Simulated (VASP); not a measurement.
# CdSe (F-43m) in VASP: a series of runs, part 2 of 2

VASP 6.6.1. Earlier steps stand in the parts before.

### Step 5. Band structure, HSE06, spin-orbit coupling, no magnetisation

POSCAR

```
CdSe                                    
1.0
    0.0000000000      3.0462087300      3.0462087300
    3.0462087300      0.0000000000      3.0462087300
    3.0462087300      3.0462087300      0.0000000000
  Cd              Se            
     1     1
Direct
     0.0000000000000000    0.0000000000000000    0.0000000000000000
     0.7500000000000000    0.7500000000000000    0.7500000000000000
```

INCAR.step1

```
SYSTEM = CdSe
  PREC = Accurate
  ENCUT = 520
  EDIFF = 1E-5
  ISMEAR = 0
  SIGMA = 0.03
  LREAL = .FALSE.
  LASPH = .TRUE.
  NELM = 80
  ALGO = Normal
  ISIF = 2
  LWAVE = .TRUE.
  LCHARG = .FALSE.
  MAGMOM = 0 0 0 0 0 0
  LORBIT = 11
  LSORBIT = .TRUE.
  GGA_COMPAT = .FALSE.
  NBANDS = 32
  KPAR = 8
  GGA = PE
```

INCAR.step2

```
SYSTEM = CdSe
  PREC = Accurate
  ENCUT = 520
  EDIFF = 1E-6
  ISMEAR = 0
  SIGMA = 0.03
  LREAL = .FALSE.
  LASPH = .TRUE.
  NELM = 80
  ALGO = Normal
  ISIF = 2
  LWAVE = .FALSE.
  LCHARG = .FALSE.
  MAGMOM = 0 0 0 0 0 0
  LORBIT = 11
  LSORBIT = .TRUE.
  GGA_COMPAT = .FALSE.
  GGA = PE
  LHFCALC = .TRUE.
  HFSCREEN = 0.2
  PRECFOCK = Fast
  NBANDS = 32
  KPAR = 8
  ISTART = 1
```

KPOINTS

```
Automatic mesh
0
G
  4 4 4
  0 0 0
```

KPOINTS_OPT

```
explicit points
9
Reciprocal
 0.0000000000  0.0000000000  0.0000000000 1
 0.3750000000  0.3750000000  0.7500000000 1
 0.5000000000  0.5000000000  0.5000000000 1
 0.6250000000  0.2500000000  0.6250000000 1
 0.5000000000  0.2500000000  0.7500000000 1
 0.5000000000  0.0000000000  0.5000000000 1
 0.4000000000  0.0000000000  0.4000000000 1
 0.4250000000  0.0000000000  0.4250000000 1
 0.4500000000  0.0000000000  0.4500000000 1
```

Potentials or basis: VASP PAW PBE potentials, release 64 (Cd, Se).

Run with:

```bash
> cat potpaw_PBE.64/Cd/POTCAR potpaw_PBE.64/Se/POTCAR > POTCAR
> cp INCAR.step1 INCAR
> mpirun -np 8 vasp_ncl > vasp.out
> cp INCAR.step2 INCAR
> mpirun -np 8 vasp_ncl > vasp.out
```

OUTCAR:

```text
SYSTEM = CdSe
   PREC = Accurate
   ENCUT = 520
   EDIFF = 1E-6
   ISMEAR = 0
   LREAL = .FALSE.
   LASPH = .TRUE.
   NELM = 80
   ISIF = 2
   LORBIT = 11
   LSORBIT = .TRUE.
   GGA = PE
   LHFCALC = .TRUE.
   HFSCREEN = 0.2
   PRECFOCK = Fast
   ISTART = 1

 ion  position               nearest neighbor table
   1  0.000  0.000  0.000-   2 2.64   2 2.64   2 2.64   2 2.64
   2  0.750  0.750  0.750-   1 2.64   1 2.64   1 2.64   1 2.64

  LATTYP: Found a face centered cubic cell.
 ALAT       =     6.0924174600

  Lattice vectors:

 A1 = (   0.0000000000,   3.0462087300,   3.0462087300)
 A2 = (   3.0462087300,   0.0000000000,   3.0462087300)
 A3 = (   3.0462087300,   3.0462087300,   0.0000000000)

Analysis of symmetry for initial positions (statically):
=====================================================================
 Subroutine PRICEL returns:
 Original cell was already a primitive cell.

 Routine SETGRP: Setting up the symmetry group for a
 face centered cubic supercell.

 Subroutine GETGRP returns: Found 24 space group operations
 (whereof 24 operations were pure point group operations)
 out of a pool of 48 trial point group operations.

The static configuration has the point symmetry T_d .

Analysis of symmetry for dynamics (positions and initial velocities):
=====================================================================
 Subroutine PRICEL returns:
 Original cell was already a primitive cell.

 Routine SETGRP: Setting up the symmetry group for a
 face centered cubic supercell.

 Subroutine GETGRP returns: Found 24 space group operations
 (whereof 24 operations were pure point group operations)
 out of a pool of 48 trial point group operations.

The dynamic configuration has the point symmetry T_d .

Analysis of structural, dynamic, and magnetic symmetry:
=====================================================================
 Subroutine PRICEL returns:
 Original cell was already a primitive cell.

 Routine SETGRP: Setting up the symmetry group for a
 face centered cubic supercell.

 Subroutine GETGRP returns: Found 24 space group operations
 (whereof 24 operations were pure point group operations)
 out of a pool of 48 trial point group operations.

The overall configuration has the point symmetry T_d .

 Subroutine INISYM returns: Found 24 space group operations
 (whereof 24 operations are pure point group operations),
 and found     1 'primitive' translations

----------------------------------------------------------------------------------------

                                     Primitive cell

  volume of cell :      56.5339

  direct lattice vectors                    reciprocal lattice vectors
     0.000000000  3.046208730  3.046208730    -0.164138457  0.164138457  0.164138457
[... 125 lines left out ...]
  ---------------------------------------------------
  ext. energy  EPLUGINS =         0.00000000
  ---------------------------------------------------
  free energy    TOTEN  =        -6.87044166 eV

  energy without entropy =       -6.87044166  energy(sigma->0) =       -6.87044166

 E-fermi :   0.5796     XC(G=0):  -7.3523

 val. band max:        0.4382315341   @ k =   0.0000   0.0000   0.0000
 cond. band min:       1.8782226742   @ k =   0.0000   0.0000   0.0000
 fundamental gap:      1.4399911402
 Fermi energy:         0.5795845756

 k-point     1 :       0.0000    0.0000    0.0000
  band No.  band energies     occupation
      1     -13.3582      1.00000
      2     -13.3582      1.00000
      3      -9.1368      1.00000
      4      -9.1368      1.00000
      5      -9.1368      1.00000
      6      -9.1368      1.00000
[... 319 lines left out ...]
     29      14.1325      0.00000
     30      14.2181      0.00000
 [bands above 30 left out]

------------------------ aborting loop because EDIFF is reached ----------------------------------------

  FORCE on cell =-STRESS in cart. coord.  units (eV):
  Direction    XX          YY          ZZ          XY          YZ          ZX
  --------------------------------------------------------------------------------------
  -------------------------------------------------------------------------------------
  Total        0.5932794      0.5932794      0.5932794     -0.0000000      0.0000000      0.0000000
  in kB       16.8136055     16.8136055     16.8136055     -0.0000000      0.0000000      0.0000000
  external PRESSURE =      16.8136055 kB  Pullay stress =       0.0000000 kB

 VOLUME and BASIS-vectors are now :
 -----------------------------------------------------------------------------
  energy-cutoff  :      520.00
  volume of cell :       56.53
      direct lattice vectors                 reciprocal lattice vectors
     0.000000000  3.046208730  3.046208730    -0.164138457  0.164138457  0.164138457
     3.046208730  0.000000000  3.046208730     0.164138457 -0.164138457  0.164138457
     3.046208730  3.046208730  0.000000000     0.164138457  0.164138457 -0.164138457

 POSITION                                       TOTAL-FORCE (eV/Angst)
 -----------------------------------------------------------------------------------
      0.00000      0.00000      0.00000         0.000000     -0.000000      0.000000
      4.56931      4.56931      4.56931        -0.000000      0.000000     -0.000000
 -----------------------------------------------------------------------------------
    total drift:                                0.000005     -0.000002     -0.000000

  FREE ENERGIE OF THE ION-ELECTRON SYSTEM (eV)
  ---------------------------------------------------
  free  energy   TOTEN  =        -6.8704416550 eV

  energy  without entropy=       -6.8704416550  energy(sigma->0) =       -6.87044166

 Spin-Orbit-Coupling matrix elements

 Ion:    1  E_soc:     -0.0552988
 l=   1
     0.0000000    -0.0024321    -0.0024321
    -0.0024321     0.0000000    -0.0024321
    -0.0024321    -0.0024321     0.0000000
 l=   2
     0.0000000    -0.0013904     0.0000000    -0.0013904    -0.0053940
    -0.0013904     0.0000000    -0.0040455    -0.0013904    -0.0013485
     0.0000000    -0.0040455     0.0000000    -0.0040455     0.0000000
    -0.0013904    -0.0013904    -0.0040455     0.0000000    -0.0013485
    -0.0053940    -0.0013485     0.0000000    -0.0013485     0.0000000
 l=   3
     0.0000000     0.0000000     0.0000000     0.0000000     0.0000000     0.0000000     0.0000000
     0.0000000     0.0000000     0.0000000     0.0000000     0.0000000     0.0000000     0.0000000
     0.0000000     0.0000000     0.0000000     0.0000000     0.0000000     0.0000000     0.0000000
     0.0000000     0.0000000     0.0000000     0.0000000     0.0000000     0.0000000     0.0000000
     0.0000000     0.0000000     0.0000000     0.0000000     0.0000000     0.0000000     0.0000000
     0.0000000     0.0000000     0.0000000     0.0000000     0.0000000     0.0000000     0.0000000
     0.0000000     0.0000000     0.0000000     0.0000000     0.0000000     0.0000000     0.0000000

 Ion:    2  E_soc:     -0.0373196
 l=   1
     0.0000000    -0.0062136    -0.0062136
    -0.0062136     0.0000000    -0.0062136
    -0.0062136    -0.0062136     0.0000000
 l=   2
     0.0000000    -0.0000034     0.0000000    -0.0000034    -0.0000029
    -0.0000034     0.0000000    -0.0000022    -0.0000034    -0.0000007
     0.0000000    -0.0000022     0.0000000    -0.0000022     0.0000000
    -0.0000034    -0.0000034    -0.0000022     0.0000000    -0.0000007
    -0.0000029    -0.0000007     0.0000000    -0.0000007     0.0000000
 l=   3
     0.0000000     0.0000000     0.0000000     0.0000000     0.0000000     0.0000000     0.0000000
     0.0000000     0.0000000     0.0000000     0.0000000     0.0000000     0.0000000     0.0000000
     0.0000000     0.0000000     0.0000000     0.0000000     0.0000000     0.0000000     0.0000000
     0.0000000     0.0000000     0.0000000     0.0000000     0.0000000     0.0000000     0.0000000
     0.0000000     0.0000000     0.0000000     0.0000000     0.0000000     0.0000000     0.0000000
     0.0000000     0.0000000     0.0000000     0.0000000     0.0000000     0.0000000     0.0000000
     0.0000000     0.0000000     0.0000000     0.0000000     0.0000000     0.0000000     0.0000000

 total charge

# of ion       s       p       d       tot
------------------------------------------
    1        0.411   0.310   9.598  10.319
    2        1.446   2.466   0.020   3.932
--------------------------------------------------
tot          1.857   2.776   9.618  14.251

 magnetization (x)

# of ion       s       p       d       tot
------------------------------------------
    1        0.000  -0.000  -0.000  -0.000
    2        0.000   0.000   0.000   0.000
--------------------------------------------------
tot          0.000  -0.000  -0.000  -0.000

 magnetization (y)

# of ion       s       p       d       tot
------------------------------------------
    1        0.000   0.000  -0.000  -0.000
    2       -0.000   0.000   0.000   0.000
--------------------------------------------------
tot         -0.000   0.000  -0.000   0.000

 magnetization (z)

# of ion       s       p       d       tot
------------------------------------------
    1       -0.000   0.000  -0.000  -0.000
    2        0.000  -0.000  -0.000  -0.000
--------------------------------------------------
tot         -0.000   0.000  -0.000  -0.000
```

It took 9.1 min on 8 MPI ranks of Intel Xeon Platinum 8259CL at 2.50GHz (Skylake/Cascade Lake), shared host; peak memory 0.44 GiB.

What came out:

- Free energy: -6.8704 eV
- Pressure: 1.7 GPa
- Valence electrons inside the program's atomic spheres: Cd 10.32; Se 3.93

Caveat: the k mesh is coarse (spacing up to 0.45 Å⁻¹), so the values aren't converged, least of all with exact exchange; the PAW data sets were made with another functional, which shifts forces and pressure a little.

### Step 6. Overview

| level | spin | k mesh | screening parameter | exchange at q = 0 | mesh quality | gap on the mesh (eV) | pressure (GPa) |
| --- | --- | --- | --- | --- | --- | --- | --- |
| PBEsol | off | 6 × 6 × 6 | - | - | not flagged | 0.47 | 0.1 |
| HSE06 | off | 6 × 6 × 6 | 0.2 1/A | - | not flagged | 1.56 | 1.6 |
| PBE0 | off | 6 × 6 × 6 | - | truncated | not flagged | 2.15 | 1.4 |
| HSE06 | SOC, no magnetisation | 4 × 4 × 4 | 0.2 1/A | - | coarse | - | 1.7 |

Alike in all rows: task band structure; potentials or basis VASP PAW PBE potentials, release 64 (Cd, Se); cell as given; cutoff (eV) 520; smearing gaussian 0.03 eV.

Caveats: some runs use coarse meshes; the PAW data sets were made with another functional, which shifts forces and pressure a little.

Absolute energies hang on the potentials; compare differences alone.
